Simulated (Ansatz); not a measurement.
Runs of Ansatz 0.2.0 on FeGe. Symmetry: P6/mmm, No. 191, hexagonal system. Conventional cell: a = 4.998 Å, b = 4.998 Å, c = 4.116 Å, α = 90.00°, β = 90.00°, γ = 120.00°. Ge (site symmetry -6m2) is surrounded by 6 Fe at 2.51 Å and 3 Ge at 2.89 Å. Ge (site symmetry 6/mmm) is surrounded by 6 Fe at 2.50 Å. Fe (site symmetry mmm) has 6 Ge at 2.50 to 2.51 Å and 4 Fe at 2.50 Å as nearest neighbours. The cell is a database's computed one.

```tsv
cell	target pressure (GPa)	gap on the mesh (eV)	pressure (GPa)	moment (μB)
relaxed to 30 GPa	30	none	30.0	3.14
relaxed to 2 GPa	2	none	2.0	3.85
relaxed to 20 GPa	20	none	20.0	(a)
relaxed to 10 GPa	10	none	10.0	(b)
relaxed	0	none	0.0	3.91
relaxed to 5 GPa	5	none	5.0	3.74
```

Alike in all rows: task relaxation of cell and atoms; level PBEsol; potentials or basis Ansatz PAW; spin collinear, ferromagnetic start; k mesh 6 × 6 × 7; cutoff (eV) 420; smearing fermi-dirac 0.05 eV.

Problem. Estimate the missing entries.

Solution. (a) 3.21; (b) 3.54.

Caveats: the plane-wave basis is chosen anew once the cell has moved, so the energies of steps on either side of that aren't comparable; the PAW data sets come from PBE, with cores solved anew for the run's functional, which leaves a small shift of forces and pressure.

A k mesh can miss the band edges, and the runs leave out spin-orbit coupling on Ge.

A gap of «none» marks a metal or a gap under the smearing width.
